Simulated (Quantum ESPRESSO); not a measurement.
# Sb (Pm-3m) in Quantum ESPRESSO: settings compared

The runs below take Sb through relaxation of cell and atoms, with PBEsol+rVV10, PBEsol+D4.

All numbers are computed with Quantum ESPRESSO 7.5; they aren't measurements. Logs are shortened: lines on timing, memory, paths and dates and some standing lists are left out, and cuts for length are marked.

### Step 1. The structure

Symmetry: Pm-3m, No. 221, cubic system. Conventional cell: a = 3.160 Å, b = 3.160 Å, c = 3.160 Å, α = 90.00°, β = 90.00°, γ = 90.00°. Sb (site symmetry m-3m) has 6 Sb at 3.16 Å as nearest neighbours.

This isn't the form of Sb at room conditions, which is rhombohedral.

### Step 2. Relaxation of cell and atoms, PBEsol+rVV10

Contents of run.py:

```python
import numpy as np
from ase.calculators.espresso import Espresso, EspressoProfile
from ase.io import read

atoms = read('POSCAR')

input_data = {
    'control': {'calculation': 'scf', 'prefix': 'pwscf', 'outdir': './tmp', 'tprnfor': True, 'tstress': True, 'disk_io': 'low'},
    'system': {'ecutwfc': 45.0, 'ecutrho': 360.0, 'nbnd': 13, 'input_dft': 'sla+pw+psx+psc+vv10', 'occupations': 'smearing', 'smearing': 'fd', 'degauss': 0.00367493},
    'electrons': {'conv_thr': 2e-10, 'electron_maxstep': 120, 'mixing_beta': 0.5},
}
pseudopotentials = {'Sb': 'sb_pbesol_v1.4.uspp.F.UPF'}
profile = EspressoProfile(command='mpirun -n 2 pw.x -nk 2', pseudo_dir='pseudo')
dft = Espresso(profile=profile, input_data=input_data, pseudopotentials=pseudopotentials, kpts=(8, 8, 8), koffset=(0, 0, 0))
atoms.calc = dft

from ase.optimize import FIRE
from ase.filters import FrechetCellFilter
done = FIRE(FrechetCellFilter(atoms), trajectory='opt.traj').run(fmax=0.02, steps=30)
print('converged', done)
print('cell (A)', np.round(atoms.cell.cellpar(), 5))
print(f'energy {atoms.get_potential_energy():.8f} eV')
print('forces (eV/A)')
print(np.round(atoms.get_forces(), 6))
print('stress (eV/A^3, Voigt)')
print(np.round(atoms.get_stress(), 8))
print(f'Fermi level {dft.get_fermi_level():.4f} eV')
```

Contents of POSCAR:

```
Sb
1.0
    3.1600000000      0.0000000000      0.0000000000
    0.0000000000      3.1600000000      0.0000000000
    0.0000000000      0.0000000000      3.1600000000
Sb
1
Direct
    0.0000000000      0.0000000000      0.0000000000
```

Potentials or basis: GBRV 1.5 PBEsol.

Launch:

```sh
> OMP_NUM_THREADS=1 python run.py
```

Standard output:

```text
Step          Energy          fmax
FIRE:    0    -2509.670003        1.306840
FIRE:    1    -2509.712385        0.929375
FIRE:    2    -2509.747511        0.186444
FIRE:    3    -2509.725058        0.720069
FIRE:    4    -2509.729068        0.651998
FIRE:    5    -2509.735571        0.522490
FIRE:    6    -2509.742350        0.343145
FIRE:    7    -2509.747065        0.132342
FIRE:    8    -2509.748262        0.086374
FIRE:    9    -2509.748259        0.084758
FIRE:   10    -2509.748285        0.080857
FIRE:   11    -2509.748279        0.074986
FIRE:   12    -2509.748297        0.067226
FIRE:   13    -2509.748343        0.058258
FIRE:   14    -2509.748323        0.047597
FIRE:   15    -2509.748297        0.036771
FIRE:   16    -2509.748268        0.022207
FIRE:   17    -2509.748241        0.006931
converged True
cell (A) [ 3.03507  3.03507  3.03507 90.      90.      90.     ]
energy -2509.74824082 eV
forces (eV/A)
[[0. 0. 0.]]
stress (eV/A^3, Voigt)
[ 0.0002479  0.0002479  0.0002479 -0.        -0.        -0.       ]
Fermi level 10.8903 eV
```

espresso.pwi:

```text
&CONTROL
   calculation      = 'scf'
   tstress          = .true.
   tprnfor          = .true.
   outdir           = './tmp'
   prefix           = 'pwscf'
   disk_io          = 'low'
   pseudo_dir       = 'pseudo'
/
&SYSTEM
   nbnd             = 13
   ecutwfc          = 45.0
   ecutrho          = 360.0
   occupations      = 'smearing'
   degauss          = 0.00367493
   smearing         = 'fd'
   input_dft        = 'sla+pw+psx+psc+vv10'
   ntyp             = 1
   nat              = 1
   ibrav            = 0
/
&ELECTRONS
   electron_maxstep = 120
   conv_thr         = 2e-10
   mixing_beta      = 0.5
/
&IONS
/
&CELL
/
&FCP
/
&RISM
/
ATOMIC_SPECIES
Sb 121.76 sb_pbesol_v1.4.uspp.F.UPF

K_POINTS automatic
8 8 8  0 0 0

CELL_PARAMETERS angstrom
3.03507403531553 0.00000000000000 0.00000000000000
0.00000000000000 3.03507403531553 0.00000000000000
0.00000000000000 0.00000000000000 3.03507403531553

ATOMIC_POSITIONS angstrom
Sb 0.0000000000 0.0000000000 0.0000000000
```

espresso.pwo:

```text
This program is part of the open-source Quantum ESPRESSO suite
     for quantum simulation of materials; please cite
         "P. Giannozzi et al., J. Phys.:Condens. Matter 21 395502 (2009);
         "P. Giannozzi et al., J. Phys.:Condens. Matter 29 465901 (2017);
         "P. Giannozzi et al., J. Chem. Phys. 152 154105 (2020);
     in publications or presentations arising from this work. More details at

Warning: card &CELL ignored
Warning: card &FCP ignored
Warning: card &RISM ignored

     IMPORTANT: XC functional enforced from input :
     Exchange-correlation= SLA+PW+PSX+PSC+VV10
                           (   1   4  10   8  26   0   0)
     Any further DFT definition will be discarded
     Please, verify this is what you really want

     Message from routine setup:
     using ibrav=0 with symmetry is DISCOURAGED, use correct ibrav instead

     K-points division:     npool     =       2
     Subspace diagonalization in iterative solution of the eigenvalue problem:
     a serial algorithm will be used

     G-vector sticks info
     --------------------
     sticks:   dense  smooth     PW     G-vecs:    dense   smooth      PW
     Sum         949     481    145                21823     7689    1365

     Using Slab Decomposition

     bravais-lattice index     =            0
     lattice parameter (alat)  =       5.7355  a.u.
     unit-cell volume          =     188.6707 (a.u.)^3
     number of atoms/cell      =            1
     number of atomic types    =            1
     number of electrons       =        15.00
     number of Kohn-Sham states=           13
     kinetic-energy cutoff     =      45.0000  Ry
     charge density cutoff     =     360.0000  Ry
     scf convergence threshold =      2.0E-10
     mixing beta               =       0.5000
     number of iterations used =            8  plain     mixing
     Exchange-correlation= SLA+PW+PSX+PSC+VV10
                           (   1   4  10   8  26   0   0)

     celldm(1)=   5.735459  celldm(2)=   0.000000  celldm(3)=   0.000000
     celldm(4)=   0.000000  celldm(5)=   0.000000  celldm(6)=   0.000000

     crystal axes: (cart. coord. in units of alat)
               a(1) = (   1.000000   0.000000   0.000000 )
               a(2) = (   0.000000   1.000000   0.000000 )
               a(3) = (   0.000000   0.000000   1.000000 )

     reciprocal axes: (cart. coord. in units 2 pi/alat)
               b(1) = (  1.000000  0.000000  0.000000 )
               b(2) = (  0.000000  1.000000  0.000000 )
               b(3) = (  0.000000  0.000000  1.000000 )

     PseudoPot. # 1 for Sb read from file:
     sb_pbesol_v1.4.uspp.F.UPF
     Pseudo is Ultrasoft + core correction, Zval = 15.0
     Generated by new atomic code, or converted to UPF format
     Using radial grid of  891 points,  6 beta functions with:
                l(1) =   0
                l(2) =   0
                l(3) =   1
                l(4) =   1
                l(5) =   2
                l(6) =   2
     Q(r) pseudized with  8 coefficients,  rinner =    1.350   1.350   1.350
                                                       1.350   1.350

     atomic species   valence    mass     pseudopotential
     Sb               15.00   121.76000     Sb( 1.00)

     48 Sym. Ops., with inversion, found

   Cartesian axes

     site n.     atom                  positions (alat units)
         1        Sb     tau(   1) = (   0.0000000   0.0000000   0.0000000  )

     number of k points=    35  Fermi-Dirac smearing, width (Ry)=  0.0037
                       cart. coord. in units 2pi/alat
        k(    1) = (   0.0000000   0.0000000   0.0000000), wk =   0.0039062
        k(    2) = (   0.0000000   0.0000000   0.1250000), wk =   0.0234375
        k(    3) = (   0.0000000   0.0000000   0.2500000), wk =   0.0234375
        k(    4) = (   0.0000000   0.0000000   0.3750000), wk =   0.0234375
        k(    5) = (   0.0000000   0.0000000  -0.5000000), wk =   0.0117188
        k(    6) = (   0.0000000   0.1250000   0.1250000), wk =   0.0468750
[... 27 lines left out ...]
        k(   34) = (   0.3750000  -0.5000000  -0.5000000), wk =   0.0234375
        k(   35) = (  -0.5000000  -0.5000000  -0.5000000), wk =   0.0039062

     Dense  grid:    21823 G-vectors     FFT dimensions: (  36,  36,  36)

     Smooth grid:     7689 G-vectors     FFT dimensions: (  25,  25,  25)

     Check: negative core charge=   -0.000003

     Initial potential from superposition of free atoms

     starting charge      14.0000, renormalised to      15.0000

Carrying out rVV10 run using the following parameters:
Nqs =      20    Nr_points =    1024   r_max =   100.000
b_value =  6.30000    beta =  0.00901
     q_mesh =  0.00010000  0.00030000  0.00058939  0.00100810
               0.00161396  0.00249058  0.00375900  0.00559430
               0.00824984  0.01209221  0.01765183  0.02569619
               0.03733578  0.05417739  0.07854596  0.11380545
[... 38 lines left out ...]
     ethr =  1.96E-12,  avg # of iterations =  2.0

     End of self-consistent calculation

          k = 0.0000 0.0000 0.0000 (   949 PWs)   bands (ev):

   -18.2105 -18.2105 -17.9853 -17.9853 -17.9853  -1.9721  14.3922  14.3922
    14.3922  18.1817  18.1817  19.3768  31.0721

          k = 0.0000 0.0000 0.1250 (   964 PWs)   bands (ev):

   -18.2092 -18.1822 -17.9937 -17.9937 -17.9847  -1.7301  12.0004  14.6333
    14.6333  18.3839  19.0941  21.4674  28.9673

          k = 0.0000 0.0000 0.2500 (   956 PWs)   bands (ev):

   -18.2060 -18.1137 -18.0138 -18.0138 -17.9831  -1.0231   8.7792  15.3001
    15.3001  18.9859  19.7612  25.5510  26.2126

          k = 0.0000 0.0000 0.3750 (   968 PWs)   bands (ev):

   -18.2030 -18.0449 -18.0338 -18.0338 -17.9815   0.0230   6.1231  16.1628
    16.1628  19.9463  20.7601  23.9048  24.1559
[... 38 lines left out ...]
   -18.1412 -18.0781 -18.0392 -18.0085 -17.9724   1.6853   5.7564  11.2051
    16.0190  17.5687  22.6261  23.0921  24.0654

          k = 0.0000 0.3750 0.3750 (   952 PWs)   bands (ev):

   -18.1210 -18.0933 -18.0291 -18.0287 -17.9489   2.0450   7.7128   8.1568
    14.7282  17.9775  22.4035  25.1380  25.6978

          k = 0.0000 0.3750-0.5000 (   962 PWs)   bands (ev):

   -18.1144 -18.1035 -18.0371 -18.0281 -17.9248   2.7846   6.6258   8.4718
    13.7297  18.4514  23.6150  24.0238  25.0652

          k = 0.0000-0.5000-0.5000 (   952 PWs)   bands (ev):

   -18.1139 -18.1064 -18.0362 -18.0362 -17.9019   3.5778   7.1175   7.1175
    12.7649  18.9199  24.5989  24.5989  25.9701

          k = 0.1250 0.1250 0.1250 (   958 PWs)   bands (ev):

   -18.1659 -18.1659 -18.0021 -18.0014 -18.0014  -1.2462  12.3285  12.3285
    12.7957  21.5069  21.5069  22.0297  25.9657

          k = 0.1250 0.1250 0.2500 (   954 PWs)   bands (ev):

   -18.1630 -18.0967 -18.0228 -18.0221 -17.9999  -0.5394   9.2408  12.9809
    13.3638  21.5873  21.9618  23.2125  23.9196

          k = 0.1250 0.1250 0.3750 (   954 PWs)   bands (ev):

   -18.1600 -18.0436 -18.0428 -18.0270 -17.9980   0.5075   6.5883  13.8542
    14.3620  19.8982  20.6491  23.2163  24.5857
[... 18 lines left out ...]
   -18.1138 -18.0771 -18.0495 -18.0178 -17.9690   1.9289   5.9870  11.4217
    15.4283  16.2220  20.0361  24.3952  26.1731

          k = 0.1250 0.3750 0.3750 (   963 PWs)   bands (ev):

   -18.0929 -18.0904 -18.0391 -18.0388 -17.9483   2.2883   7.9409   8.3876
    14.9077  15.8392  21.7808  22.2140  25.7983

          k = 0.1250 0.3750-0.5000 (   972 PWs)   bands (ev):

   -18.1023 -18.0846 -18.0474 -18.0381 -17.9241   3.0295   6.8546   8.6996
    13.9520  16.3622  21.0169  22.6820  25.7807

          k = 0.1250-0.5000-0.5000 (   968 PWs)   bands (ev):

   -18.1128 -18.0764 -18.0464 -18.0464 -17.9014   3.8250   7.3448   7.3448
    12.9919  16.9194  21.7398  21.7398  24.6151

          k = 0.2500 0.2500 0.2500 (   958 PWs)   bands (ev):

   -18.0572 -18.0572 -18.0442 -18.0418 -18.0418   0.8762  10.3106  10.3106
    11.2310  19.8435  20.6578  20.6578  27.3004

          k = 0.2500 0.2500 0.3750 (   967 PWs)   bands (ev):

   -18.0662 -18.0649 -18.0540 -18.0409 -17.9851   1.9316   7.8887  11.1586
    12.0161  17.6116  18.4169  21.4418  26.3588

          k = 0.2500 0.2500-0.5000 (   964 PWs)   bands (ev):

   -18.0754 -18.0736 -18.0534 -18.0399 -17.9553   2.6498   6.6324  11.6302
    12.6945  16.4418  17.4820  22.1489  25.2002

          k = 0.2500 0.3750 0.3750 (   968 PWs)   bands (ev):

   -18.0895 -18.0632 -18.0626 -18.0183 -17.9467   3.0064   8.5735   9.0272
    12.5978  15.6244  18.9251  19.2703  23.9711

          k = 0.2500 0.3750-0.5000 (   972 PWs)   bands (ev):

   -18.0994 -18.0720 -18.0619 -18.0124 -17.9218   3.7578   7.4915   9.3254
    13.1818  14.5980  18.0690  19.8248  22.7706

          k = 0.2500-0.5000-0.5000 (   968 PWs)   bands (ev):

   -18.1096 -18.0710 -18.0710 -18.0030 -17.9000   4.5683   7.9741   7.9741
    13.6676  13.7053  18.8057  18.8057  21.5364

          k = 0.3750 0.3750 0.3750 (   970 PWs)   bands (ev):

   -18.0875 -18.0863 -18.0863 -17.9451 -17.9451   4.1038   9.3973   9.3973
    10.4479  16.1251  17.0533  17.0533  21.5293

          k = 0.3750 0.3750-0.5000 (   966 PWs)   bands (ev):

   -18.0970 -18.0960 -18.0855 -17.9445 -17.9146   4.8965   8.3281   9.8448
    10.7351  15.3226  16.1415  17.5550  20.2937

          k = 0.3750-0.5000-0.5000 (   964 PWs)   bands (ev):

   -18.1065 -18.0952 -18.0952 -17.9291 -17.8988   5.7697   8.7886   8.7886
    10.8307  14.7494  16.5997  16.5997  18.9990

          k =-0.5000-0.5000-0.5000 (   968 PWs)   bands (ev):

   -18.1053 -18.1053 -18.1053 -17.8983 -17.8983   6.7934   9.2273   9.2273
     9.2273  15.6971  15.6971  15.6971  17.5649

     the Fermi energy is    10.8903 ev

!    total energy              =    -184.46310950 Ry
     estimated scf accuracy    <          5.6E-13 Ry
     smearing contrib. (-TS)   =      -0.00057567 Ry
     internal energy E=F+TS    =    -184.46253382 Ry

     The total energy is F=E-TS. E is the sum of the following terms:
     one-electron contribution =     -77.07086008 Ry
     hartree contribution      =      47.37876559 Ry
     xc contribution           =     -43.46427066 Ry
     ewald contribution        =    -111.30616867 Ry

     convergence has been achieved in   9 iterations

     Forces acting on atoms (cartesian axes, Ry/au):

     atom    1 type  1   force =     0.00000000    0.00000000    0.00000000

     Total force =     0.000000     Total SCF correction =     0.000000

     Computing stress (Cartesian axis) and pressure

          total   stress  (Ry/bohr**3)                   (kbar)     P=       -0.40
  -0.00000270   0.00000000   0.00000000           -0.40        0.00        0.00
   0.00000000  -0.00000270   0.00000000            0.00       -0.40        0.00
   0.00000000   0.00000000  -0.00000270            0.00        0.00       -0.40

=------------------------------------------------------------------------------=
   JOB DONE.
=------------------------------------------------------------------------------=
```

It took 91 s on 2 MPI ranks of Arm Neoverse V2, shared host; peak memory 0.2 GiB.

Results:

* Free energy: -2509.7485 eV
* Relaxed volume: 27.96 Å³/atom
* Relaxed cell: a = 3.035 Å, b = 3.035 Å, c = 3.035 Å, α = 90.00°, β = 90.00°, γ = 90.00°
* Space group after relaxing (to 0.05 Å): Pm-3m (No. 221)
* Energy gained by relaxing: 78.2 meV/atom
* Ionic steps: 18
* Pressure after relaxing: 0.0 GPa
* Band gap on the k mesh: none (metal or under the smearing width)

The path:
```csv
step,energy change (eV),largest force (eV/Å),pressure (GPa),volume (Å³)
1,0.0000,0.0000,-6.64,31.55
2,-0.0424,0.0000,-4.91,30.34
3,-0.0775,0.0000,-1.05,28.37
4,-0.0551,0.0000,4.37,26.38
5,-0.0591,0.0000,3.94,26.53
6,-0.0656,0.0000,3.12,26.80
7,-0.0723,0.0000,2.02,27.18
8,-0.0771,0.0000,0.77,27.64
9,-0.0783,0.0000,-0.49,28.14
10,-0.0783,0.0000,-0.48,28.14
11,-0.0783,0.0000,-0.46,28.13
12,-0.0783,0.0000,-0.43,28.11
13,-0.0783,0.0000,-0.38,28.10
14,-0.0783,0.0000,-0.33,28.08
15,-0.0783,0.0000,-0.27,28.05
16,-0.0783,0.0000,-0.21,28.03
17,-0.0783,0.0000,-0.13,27.99
18,-0.0782,0.0000,-0.04,27.96
```

Final structure:
```
CELL_PARAMETERS angstrom
3.03507 0.00000 0.00000
0.00000 3.03507 0.00000
0.00000 0.00000 3.03507
ATOMIC_POSITIONS crystal
Sb 0.00000 0.00000 0.00000
```

Levels at points of the mesh, in eV from the Fermi level:
```tsv
k point	band 4	band 5	band 6	band 7	band 8	band 9	band 10	band 11	band 12	band 13
(0.00, 0.00, 0.00)	-28.88	-28.88	-12.86	3.50	3.50	3.50	7.29	7.29	8.49	20.18
(0.00, 0.00, -0.50)	-28.91	-28.87	-10.17	-6.02	5.74	5.74	9.87	10.78	11.75	12.35
(0.00, -0.50, -0.50)	-28.93	-28.79	-7.31	-3.77	-3.77	1.87	8.03	13.71	13.71	15.08
(-0.50, -0.50, -0.50)	-28.79	-28.79	-4.10	-1.66	-1.66	-1.66	4.81	4.81	4.81	6.67
```

Caveat: rVV10's parameter b was fitted to another functional; pairwise dispersion overbinds metals, which lowers pressure and volume.

### Step 3. Relaxation of cell and atoms, PBEsol+D4

Edit run.py of step 2 so:

```diff
@@ -8,3 +8,3 @@
     'control': {'calculation': 'scf', 'prefix': 'pwscf', 'outdir': './tmp', 'tprnfor': True, 'tstress': True, 'disk_io': 'low'},
-    'system': {'ecutwfc': 45.0, 'ecutrho': 360.0, 'nbnd': 13, 'input_dft': 'sla+pw+psx+psc+vv10', 'occupations': 'smearing', 'smearing': 'fd', 'degauss': 0.00367493},
+    'system': {'ecutwfc': 45.0, 'ecutrho': 360.0, 'nbnd': 13, 'occupations': 'smearing', 'smearing': 'fd', 'degauss': 0.00367493},
     'electrons': {'conv_thr': 2e-10, 'electron_maxstep': 120, 'mixing_beta': 0.5},
@@ -14,3 +14,6 @@
 dft = Espresso(profile=profile, input_data=input_data, pseudopotentials=pseudopotentials, kpts=(8, 8, 8), koffset=(0, 0, 0))
-atoms.calc = dft
+from ase.calculators.mixing import SumCalculator
+from dftd4.ase import DFTD4
+d4 = DFTD4(method='pbesol')
+atoms.calc = SumCalculator([dft, d4])
 
@@ -27 +30,3 @@
 print(f'Fermi level {dft.get_fermi_level():.4f} eV')
+print(f'D4 part {d4.get_potential_energy(atoms):.8f} eV')
+atoms.write('final.traj')
```

POSCAR is that of step 2.

Potentials or basis: GBRV 1.5 PBEsol.

Launch:

```sh
> OMP_NUM_THREADS=1 python run.py
```

Run time: 59 s. Hardware: 2 MPI ranks of Arm Neoverse V2, shared host; peak memory 0.18 GiB.

The run converged. Its results:

| Property | Result |
| --- | --- |
| Free energy | -2511.8875 eV |
| Relaxed volume | 28.16 Å³/atom |
| Relaxed cell | a = 3.042 Å, b = 3.042 Å, c = 3.042 Å, α = 90.00°, β = 90.00°, γ = 90.00° |
| Space group after relaxing (to 0.05 Å) | Pm-3m (No. 221) |
| Energy gained by relaxing | 68.9 meV/atom |
| Ionic steps | 17 |
| Pressure after relaxing | -0.1 GPa |
| Band gap on the k mesh | none (metal or under the smearing width) |
| Dispersion energy per atom | -0.312 eV |

Step by step:
| step | energy change (eV) | largest force (eV/Å) | pressure (GPa) | volume (Å³) |
| --- | --- | --- | --- | --- |
| 1 | 0.0000 | 0.0000 | -6.19 | 31.55 |
| 2 | -0.0368 | 0.0000 | -4.60 | 30.42 |
| 3 | -0.0680 | 0.0000 | -1.08 | 28.57 |
| 4 | -0.0496 | 0.0000 | 3.92 | 26.68 |
| 5 | -0.0529 | 0.0000 | 3.53 | 26.81 |
| 6 | -0.0583 | 0.0000 | 2.81 | 27.06 |
| 7 | -0.0638 | 0.0000 | 1.83 | 27.41 |
| 8 | -0.0678 | 0.0000 | 0.72 | 27.83 |
| 9 | -0.0689 | 0.0000 | -0.40 | 28.29 |
| 10 | -0.0689 | 0.0000 | -0.40 | 28.28 |
| 11 | -0.0689 | 0.0000 | -0.39 | 28.27 |
| 12 | -0.0689 | 0.0000 | -0.35 | 28.26 |
| 13 | -0.0689 | 0.0000 | -0.32 | 28.25 |
| 14 | -0.0690 | 0.0000 | -0.28 | 28.23 |
| 15 | -0.0690 | 0.0000 | -0.23 | 28.21 |
| 16 | -0.0690 | 0.0000 | -0.17 | 28.19 |
| 17 | -0.0689 | 0.0000 | -0.11 | 28.16 |

Final structure:
```cif
data_structure
_symmetry_space_group_name_H-M 'P 1'
_symmetry_Int_Tables_number 1
_cell_length_a 3.0425
_cell_length_b 3.0425
_cell_length_c 3.0425
_cell_angle_alpha 90.000
_cell_angle_beta 90.000
_cell_angle_gamma 90.000
_cell_volume 28.16
loop_
_atom_site_label
_atom_site_type_symbol
_atom_site_fract_x
_atom_site_fract_y
_atom_site_fract_z
_atom_site_occupancy
Sb1 Sb 0.00000 0.00000 0.00000 1
```

Levels at points of the mesh, in eV from the Fermi level:
| k point | band 6 | band 7 | band 8 | band 9 | band 10 | band 11 |
| --- | --- | --- | --- | --- | --- | --- |
| (0.00, 0.00, 0.00) | -12.80 | 3.48 | 3.48 | 3.48 | 7.29 | 7.29 |
| (0.00, 0.00, -0.50) | -10.15 | -5.94 | 5.68 | 5.68 | 9.83 | 10.86 |
| (0.00, -0.50, -0.50) | -7.34 | -3.73 | -3.73 | 1.99 | 7.93 | 13.72 |
| (-0.50, -0.50, -0.50) | -4.17 | -1.66 | -1.66 | -1.66 | 4.86 | 4.86 |

Caveat: pairwise dispersion overbinds metals, which lowers pressure and volume. The run has no spin-orbit coupling, so splittings on Sb are missing.
